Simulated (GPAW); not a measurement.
## Near-edge structure at the N K edge of wurtzite (GaN)₁₋ₓ(AlN)ₓ at x = 0

Aim: the N K edge in wurtzite (GaN)₁₋ₓ(AlN)ₓ at x = 0, one member of a composition series.

Calculated with GPAW 26.7.0; X-ray absorption from dipole matrix elements to empty bands, plane-wave PAW LDA.

## (1) Starting point

Symmetry: P6_3mc, No. 186, hexagonal system. Conventional cell: a = 3.189 Å, b = 3.189 Å, c = 5.185 Å, α = 90.00°, β = 90.00°, γ = 120.00°. Nearest to Ga lie 4 N at 1.95 Å. N has 4 Ga at 1.95 Å nearest. 16-atom wurtzite cell, 0 of 8 Ga sites taken by Al at random, lattice constants typed for the ends and interpolated (Vegard). Farther neighbours and most contacts between anions are not listed.

Structure file:

```xyz
16
Lattice="6.3780 0.0000 0.0000 0.0000 5.5235 0.0000 0.0000 0.0000 5.1850" Properties=species:S:1:pos:R:3 pbc="T T T"
Ga    0.0000    0.0000    0.0000
N     0.0000    1.8412    0.6425
Ga    0.0000    1.8412    2.5925
N     0.0000    0.0000    3.2350
Ga    1.5945    2.7618    0.0000
N     1.5945    4.6029    0.6425
Ga    1.5945    4.6029    2.5925
N     1.5945    2.7618    3.2350
Ga    3.1890    0.0000    0.0000
N     3.1890    1.8412    0.6425
Ga    3.1890    1.8412    2.5925
N     3.1890    0.0000    3.2350
Ga    4.7835    2.7618    0.0000
N     4.7835    4.6029    0.6425
Ga    4.7835    4.6029    2.5925
N     4.7835    2.7618    3.2350
```

## (2) Relaxation

The cell was built by hand, so its atoms are relaxed first: near-edge features follow bond lengths closely.

File relax.py:

```python
import numpy as np
from ase import Atoms
from ase.parallel import parprint, paropen
from gpaw import GPAW, PW, FermiDirac, Mixer, MixerDif, setup_paths
from ase.optimize import BFGS

atoms = Atoms('GaNGaNGaNGaNGaNGaNGaNGaN',
    cell=[[6.378, 0, 0],
     [0, 5.52351, 0],
     [0, 0, 5.185]],
    scaled_positions=[[0, 0, 0],
     [0, 0.333333, 0.123907],
     [0, 0.333333, 0.5],
     [0, 0, 0.623907],
     [0.25, 0.5, 0],
     [0.25, 0.833333, 0.123907],
     [0.25, 0.833333, 0.5],
     [0.25, 0.5, 0.623907],
     [0.5, 0, 0],
     [0.5, 0.333333, 0.123907],
     [0.5, 0.333333, 0.5],
     [0.5, 0, 0.623907],
     [0.75, 0.5, 0],
     [0.75, 0.833333, 0.123907],
     [0.75, 0.833333, 0.5],
     [0.75, 0.5, 0.623907]],
    pbc=True)
atoms.calc = GPAW(legacy_gpaw=True, mode=PW(500, force_complex_dtype=True), xc='LDA', setups={},
    kpts={'size': (3, 3, 3), 'gamma': True}, occupations=FermiDirac(0.08),
    charge=0, mixer=Mixer(0.1, 5, 50), maxiter=150,
    convergence={'density': 0.0001, 'eigenstates': 1e-6}, txt='relax.txt')
steps = []
opt = BFGS(atoms, logfile='-')
opt.attach(lambda: steps.append([atoms.get_potential_energy(), float(np.linalg.norm(atoms.get_forces(), axis=1).max())]))
done = opt.run(fmax=0.05, steps=30)
out = dict(done=bool(done), steps=steps, frac=atoms.get_scaled_positions().tolist())
import json
with paropen('out.json', 'w') as f:
    json.dump(out, f)
```

Started as:

```
> OMP_NUM_THREADS=1 mpirun -n 4 gpaw python relax.py
```

Numbers of over 12 decimals in the logs are rounded to 6 here.

The log of the run:

```text
Input parameters:
  convergence: {density: 0.0001,
                eigenstates: 1e-06}
  kpts: {gamma: True,
         size: (3, 3, 3)}
  maxiter: 150
  mixer: {backend: pulay,
          beta: 0.1,
          method: separate,
          nmaxold: 5,
          weight: 50}
  mode: {ecut: 500.0,
         force_complex_dtype: True,
         name: pw}
  occupations: {fixmagmom: False,
                name: fermi-dirac,
[...]
1    33     10.16307    0.00000

Fermi level: 7.14333

Gap: 1.919 eV
Transition (v -> c):
  (s=0, k=0, n=31, [0.00, 0.00, 0.00]) -> (s=0, k=0, n=32, [0.00, 0.00, 0.00])
No difference between direct/indirect transitions

Forces in eV/Ang:
[...]
14 Ga    0.00041   -0.00066    0.03331
 15 N    -0.00248    0.00052   -0.03052
Step     Time          Energy          fmax
BFGS:    0 02:07:18     -106.066782        0.086960
BFGS:    1 02:07:21     -106.067591        0.045182
[key lines of the parts left out:]
Converged after 4 iterations.
Dipole moment: (-0.000000, 4.737245, -5.930273) |e|*Ang
Free energy:   -106.067591
```

Elapsed: 18 s, on 4 MPI ranks of Arm Neoverse V2, shared host; peak memory 0.24 GiB.

In 1 steps the energy fell by 1 meV (energies extrapolated to zero smearing) and the largest force to 0.045 eV/Å. No atom moved by more than 0.005 Å.

## (3) The field without a hole

The ground state comes first: it tells whether the system has a gap, which decides how the excited electron is treated.

File scf.py:

```python
import numpy as np
from ase import Atoms
from ase.parallel import parprint, paropen
from gpaw import GPAW, PW, FermiDirac, Mixer, MixerDif, setup_paths
from gpaw.test import gen
setup_paths.insert(0, '.')
gen('N', name='nch1s', xcname='LDA', corehole=(1, 0, 0), write_xml=True)
from gpaw.mpi import world
world.barrier()

atoms = Atoms('GaNGaNGaNGaNGaNGaNGaNGaN',
    cell=[[6.378, 0, 0],
     [0, 5.52351, 0],
     [0, 0, 5.185]],
    scaled_positions=[[0, 0.0000033, 0.0001793],
     [0, 0.333329, 0.1236679],
     [0, 0.3333297, 0.500181],
     [0, 0.000004, 0.6237834],
     [0.25, 0.5000032, 0.0001793],
     [0.2500117, 0.8333289, 0.1236679],
     [0.25, 0.8333298, 0.500181],
     [0.2500117, 0.5000041, 0.6237834],
     [0.5, 0.0000032, 0.0001794],
     [0.5, 0.3333289, 0.1236678],
     [0.5, 0.3333298, 0.5001811],
     [0.5, 0.0000041, 0.6237833],
     [0.75, 0.5000032, 0.0001793],
     [0.7499883, 0.8333289, 0.1236679],
     [0.75, 0.8333298, 0.500181],
     [0.7499883, 0.5000041, 0.6237834]],
    pbc=True)
atoms.calc = calc = GPAW(legacy_gpaw=True, mode=PW(500, force_complex_dtype=True), xc='LDA', setups={1: 'nch1s'},
    kpts={'size': (4, 5, 5), 'gamma': True}, occupations=FermiDirac(0.05),
    charge=0, mixer=Mixer(0.1, 5, 50), maxiter=150,
    convergence={'density': 0.0001, 'eigenstates': 1e-6}, txt='scf.txt')
energy = atoms.get_potential_energy() + calc.get_reference_energy()
ef = calc.get_fermi_level()
out = dict(energy=energy, fermi=ef, forces=atoms.get_forces().tolist())
parprint(f'all-electron energy {energy:.4f} eV, Fermi level {ef:.4f} eV')
ev = np.array([[calc.get_eigenvalues(k, s) for k in range(len(calc.get_ibz_k_points()))] for s in range(calc.get_number_of_spins())])
out['homo'], out['lumo'], out['counts'] = ev[ev < ef].max(), ev[ev > ef].min(), sorted(set((ev < ef).sum((0, 2)).tolist()))
out['filled'] = (ev[:, 0] < ef).sum(1).tolist()
import json
with paropen('out.json', 'w') as f:
    json.dump(out, f)
```

Started as:

```
> OMP_NUM_THREADS=1 mpirun -n 4 gpaw python scf.py
```

The log of the run:

```text
Input parameters:
  convergence: {density: 0.0001,
                eigenstates: 1e-06}
  kpts: {gamma: True,
         size: (4, 5, 5)}
  maxiter: 150
  mixer: {backend: pulay,
          beta: 0.1,
          method: separate,
          nmaxold: 5,
          weight: 50}
  mode: {ecut: 500.0,
         force_complex_dtype: True,
         name: pw}
  occupations: {fixmagmom: False,
                name: fermi-dirac,
                width: 0.05}
  setups: {1: nch1s}

Initialize ...

[... PAW data sets ...]

Reference energy: -434231.444372  # eV

Spin-paired calculation

[... convergence settings ...]
Symmetries present (total): 2
  [... symmetry matrices ...]

100 k-points: 4 x 5 x 5 Monkhorst-Pack grid + [1/8,0.000000,0.000000]
39 k-points in the irreducible part of the Brillouin zone
       k-points in crystal coordinates                weights
   0:     0.00000000    0.00000000    0.00000000          1/100
   1:     0.00000000    0.00000000    0.20000000          2/100
   2:     0.00000000    0.00000000    0.40000000          2/100
   3:     0.00000000    0.20000000   -0.40000000          2/100
   4:     0.00000000    0.20000000   -0.20000000          2/100
   5:     0.00000000    0.20000000    0.00000000          2/100
   6:     0.00000000    0.20000000    0.20000000          2/100
   7:     0.00000000    0.20000000    0.40000000          2/100
   8:     0.00000000    0.40000000   -0.40000000          2/100
   9:     0.00000000    0.40000000   -0.20000000          2/100
          ...
  38:     0.50000000    0.40000000    0.40000000          2/100

Wave functions: Plane wave expansion
  Cutoff energy: 500.000 eV
  Number of coefficients (min, max): 4614, 4662
  Pulay-stress correction: 0.000000 eV/Ang^3 (de/decut=0.000000)
  Using FFTW library
  Wavefunction extrapolation:
    Improved wavefunction reuse through dual PAW basis

Occupation numbers: Fermi-Dirac:
  width: 0.0500  # eV

Eigensolver
   Davidson(niter=2)

Densities:
  Coarse grid: 35*30*27 grid
  Fine grid: 70*60*54 grid
  Total Charge: 0.000000

Density mixing:
  Method: separate
  Backend: pulay
  Linear mixing parameter: 0.1
  old densities: 5
  Width of damping distribution: 1.1
  Damping of long wavelength oscillations: 50

[... Hamiltonian set-up ...]
Number of atoms: 16
Number of atomic orbitals: 64
Number of bands in calculation: 43
Number of valence electrons: 64
Bands to converge: occupied

... initialized

Initializing position-dependent things.

Density initialized from atomic densities
Creating initial wave functions:
  43 bands from LCAO basis set

Positions:
   0 Ga     0.000000    0.000018    0.000930    ( 0.0000,  0.0000,  0.0000)
   1 N      0.000000    1.841146    0.641218    ( 0.0000,  0.0000,  0.0000)
   2 Ga     0.000000    1.841150    2.593438    ( 0.0000,  0.0000,  0.0000)
   3 N      0.000000    0.000022    3.234317    ( 0.0000,  0.0000,  0.0000)
   4 Ga     1.594500    2.761773    0.000930    ( 0.0000,  0.0000,  0.0000)
   5 N      1.594575    4.602901    0.641218    ( 0.0000,  0.0000,  0.0000)
   6 Ga     1.594500    4.602905    2.593438    ( 0.0000,  0.0000,  0.0000)
[...]
13 N      4.783425    4.602901    0.641218    ( 0.0000,  0.0000,  0.0000)
  14 Ga     4.783500    4.602905    2.593438    ( 0.0000,  0.0000,  0.0000)
  15 N      4.783425    2.761778    3.234317    ( 0.0000,  0.0000,  0.0000)

Unit cell:
           periodic     x           y           z      points  spacing
  1. axis:    yes    6.378000    0.000000    0.000000    35     0.1822
  2. axis:    yes    0.000000    5.523510    0.000000    30     0.1841
  3. axis:    yes    0.000000    0.000000    5.185000    27     0.1920

  Lengths:   6.378000   5.523510   5.185000
  Angles:   90.000000  90.000000  90.000000

Effective grid spacing dv^(1/3) = 0.1861

iter:   1  -118.890290
iter:   2  -112.712292   -1.07  -0.57
iter:   3  -106.346711   -0.23  -0.68
iter:   4  -106.340170   -1.17  -1.14
iter:   5  -106.102168   -1.94  -1.49
iter:   6  -106.100999   -3.50  -2.43
iter:   7  -106.169548   -2.15  -2.46
iter:   8  -106.098562   -2.27  -1.86
iter:   9  -106.099017   -3.80  -3.37
iter:  10  -106.098939c  -5.22  -3.32
iter:  11  -106.098954c  -5.80  -4.03c
iter:  12  -106.098950c  -7.24c -3.71
iter:  13  -106.098941c  -5.85  -3.78
iter:  14  -106.098954c  -5.82  -4.31c
iter:  15  -106.098940c  -6.19c -3.71
iter:  16  -106.098940c  -6.88c -4.51c

Converged after 16 iterations.

Dipole moment: (-0.000000, 4.738766, -5.936008) |e|*Ang

Energy contributions relative to reference atoms: (reference = -434231.444372)

Kinetic:       +241.163341
Potential:     -206.554803
External:        +0.000000
XC:            -140.664466
Entropy (-ST):   -0.000000
Local:           -0.043012
SIC:             +0.000000
--------------------------
Free energy:   -106.098940
Extrapolated:  -106.098940

Showing only first 2 kpts
 Kpt  Band  Eigenvalues  Occupancy
  0    30      6.13722    2.00000
  0    31      6.13760    2.00000
  0    32      8.05885    0.00000
  0    33     10.30460    0.00000

  1    30      6.02175    2.00000
  1    31      6.02214    2.00000
  1    32      8.96099    0.00000
  1    33     10.38718    0.00000

Fermi level: 7.14470

Gap: 1.921 eV
Transition (v -> c):
  (s=0, k=0, n=31, [0.00, 0.00, 0.00]) -> (s=0, k=0, n=32, [0.00, 0.00, 0.00])
No difference between direct/indirect transitions

Forces in eV/Ang:
  0 Ga    0.00000   -0.00126    0.03943
  1 N     0.00000    0.00025   -0.05106
  2 Ga    0.00000    0.00127    0.03683
  3 N     0.00000   -0.00019   -0.02574
  4 Ga    0.00033   -0.00056    0.03895
  5 N     0.00325    0.00006   -0.05112
  6 Ga    0.00031    0.00056    0.03638
[...]
13 N    -0.00325    0.00006   -0.05112
 14 Ga   -0.00031    0.00056    0.03638
 15 N    -0.00321   -0.00007   -0.02567
Scalar-relativistic atomic LDA calculation for N (Nitrogen, Z=7)
Core hole in 1s state (1s occupation: 2.0)
300 radial gridpoints.
|------------------------------------------------|
|------------------------------------------------|
[... the atom generator's iteration count ...]

Energy contributions:
-------------------------
Kinetic:      +53.816217
XC:            -6.142385
Potential:   -101.727472
-------------------------
Total:        -54.053639

state      eigenvalue         ekin         rmax
-----------------------------------------------
1s^2.0 :   -14.019608    21.782698        0.149
2s^2.0 :    -0.676924     2.368146        1.016
2p^3.0 :    -0.265967     1.838177        0.965
-----------------------------------------------
(units: Bohr and Hartree)

Generating PAW setup
Kinetic energy of the core from tauc = 43.592016
Cutoffs:
rc(s)=1.140
rc(p)=1.000
rc(d)=1.090
rc(vbar)=1.120
rc(comp)=1.090
rc(nct)=1.140

Kinetic energy of the core states: 43.565395
Charge: 0.0
Core electrons: 2.0
Valence electrons: 5.0
Pseudo-core charge: 0.013034
Shape function alpha=8.417
Pseudo-electron charge 5.012684
state    eigenvalue         norm
--------------------------------
2s(2) :    -0.676924     1.071713
*s    :     0.323076
2p(3) :    -0.265967     0.952074
*p    :     0.734033
*d    :     0.000000
--------------------------------

Diagonalizing with gridspacing h=0.050

state   all-electron     PAW
-------------------------------
2s:      -0.676924    -0.677975
2p:      -0.265967    -0.268121
*d:                    0.048644
*f:                    0.076426
-------------------------------
all-electron energy -434337.5433 eV, Fermi level 7.1447 eV
```

It took 47 s on 4 MPI ranks; peak memory 0.3 GiB; 3.1 min of CPU time.

The mesh shows a gap of 1.92 eV. The excited electron is kept all the same, so that all members of the series, with or without a gap, are treated alike.

## (4) Reference energy of the cell

The photon energy needs a difference of total energies, so the cell and mesh of the coming hole run are first run without a hole.

Edit scf.py of step 3 so:

```diff
@@ -32,3 +32,3 @@
 atoms.calc = calc = GPAW(legacy_gpaw=True, mode=PW(500, force_complex_dtype=True), xc='LDA', setups={1: 'nch1s'},
-    kpts={'size': (4, 5, 5), 'gamma': True}, occupations=FermiDirac(0.05),
+    kpts={'size': (3, 3, 3), 'gamma': True}, occupations=FermiDirac(0.02),
     charge=0, mixer=Mixer(0.1, 5, 50), maxiter=150,
```

The log of the run:

```text
Input parameters:
  convergence: {density: 0.0001,
                eigenstates: 1e-06}
  kpts: {gamma: True,
         size: (3, 3, 3)}
  maxiter: 150
  mixer: {backend: pulay,
          beta: 0.1,
          method: separate,
          nmaxold: 5,
          weight: 50}
  mode: {ecut: 500.0,
         force_complex_dtype: True,
         name: pw}
  occupations: {fixmagmom: False,
                name: fermi-dirac,
[...]
2s(2) :    -0.676924     1.071713
*s    :     0.323076
2p(3) :    -0.265967     0.952074
*p    :     0.734033
*d    :     0.000000
--------------------------------

Diagonalizing with gridspacing h=0.050

state   all-electron     PAW
-------------------------------
2s:      -0.676924    -0.677975
2p:      -0.265967    -0.268121
*d:                    0.048644
*f:                    0.076426
-------------------------------
all-electron energy -434337.5120 eV, Fermi level 6.7876 eV
[key lines of the parts left out:]
Converged after 15 iterations.
Dipole moment: (-0.000000, 4.737156, -5.932543) |e|*Ang
Free energy:   -106.067589
Fermi level: 6.78759
```

Wall time 14 s (4 MPI ranks); peak memory 0.23 GiB.

Reference energy: -434337.512 eV with the cores included.

[end of part 1 of 3]

[Banner, clock and machine lines of the logs are left out without a mark of their own.]

[Logs are printed without paths, hosts, clocks, repeated set-up lines and the standing remarks that a program may print on its own settings, such as how far it seeks lower states.]

[Hosts, paths, dates, database ids (printed as entryN), source tags and the programs' standing remarks are cut or masked in the printed files.]

[Lists of maxima count a maximum above −3 eV only where it reaches 4 % of the highest in the window and stands out from its surroundings by 2 % of it (1.5 % where it reaches 55 %); shoulders and weaker maxima are passed over, and of the rest the first, up to two pre-edge ones and the few strongest are named.]
